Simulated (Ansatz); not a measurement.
The cell is SiC built on the wurtzite prototype; cell and atoms were relaxed with r2SCAN. The symmetry is P6_3mc (No. 186, hexagonal); conventional cell a = 3.075 Å, c = 5.048 Å, 10.34 Å³ an atom. Around Si lie 4 C at 1.88–1.90 Å; around C lie 4 Si at 1.88–1.90 Å.

4 runs of Ansatz 0.2.0 on this cell differ in the functional (and in the settings that go with it). Levels are in eV from each run's valence top; v1 is the last filled band, c1 the first empty one.

Run A, mean stress -1.2 GPa (compression positive):
```
point     v4     v3     v2     v1    c1    c2
    Γ  -1.46  -0.12   0.00   0.00  5.97  7.47
    M  -5.93  -3.65  -3.51  -1.32  3.74  5.25
    K  -6.87  -4.40  -4.40  -4.19  3.16  9.49
```

Run B, mean stress 0.0 GPa (compression positive):
```
point     v4     v3     v2     v1    c1    c2
    Γ  -1.38  -0.11   0.00   0.00  5.36  6.75
    M  -5.62  -3.48  -3.36  -1.25  3.22  4.65
    K  -6.49  -4.18  -4.18  -3.98  2.65  8.84
```

Run C, mean stress -1.3 GPa (compression positive):
```
point     v4     v3     v2     v1    c1     c2
    Γ  -1.46  -0.11   0.00   0.00  6.71   8.21
    M  -5.97  -3.66  -3.54  -1.32  4.47   6.00
    K  -6.92  -4.43  -4.43  -4.21  3.88  10.26
```

Run D, mean stress +3.5 GPa (compression positive):
```
point     v4     v3     v2     v1    c1    c2
    Γ  -1.32  -0.11   0.00   0.00  4.80  6.19
    M  -5.43  -3.32  -3.29  -1.20  2.78  4.23
    K  -6.26  -4.04  -4.04  -3.83  2.28  8.17
```

Question: Match the runs to PBE, r2SCAN, HSE06, PBE0.

Answer: A is HSE06, B is r2SCAN, C is PBE0, D is PBE. In order of the gap: PBE 2.28, r2SCAN 2.65, HSE06 3.16, PBE0 3.88 eV. The stress vanishes for r2SCAN, which relaxed the cell.

No spin polarisation and no zero-point or thermal motion.

The stress of a hybrid is loosely converged in these runs.

The meshes of the hybrids are coarse, so their gaps aren't converged to the digits shown.
